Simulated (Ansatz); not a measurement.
# Cd: reading a single point

```xyz
1
Lattice="0.0000 2.1699 2.1699 2.1699 0.0000 2.1699 2.1699 2.1699 0.0000" Properties=species:S:1:pos:R:3 pbc="T T T"
Cd    0.0000    0.0000    0.0000
```

Method: PBE, no spin polarisation; PAW, plane waves to 420 eV, 13×13×13 Γ-centred mesh, fermi-dirac occupations (width 0.1 eV) (Ansatz 0.2.0), atoms fixed.

(1) Metal or insulator?

(2) What does the stress say?

(3) What do density and ELF say about some of the short contacts?

Origin: a known structure type with other elements, at an estimated volume, so it need not be a known compound.

Results:

(1) It is a metal, with about 0.36 states/eV a cell as the mean within 0.25 eV of the Fermi level.

(2) The pressure is 6.4 GPa (compression positive), so with the atoms held at these fractions the cell would first expand.

(3) Cd–Cd at 3.07 Å: least valence density 0.17 e/Å³ and ELF 0.21 there. These are pseudo-fields; inside the PAW spheres they differ from the all-electron ones.
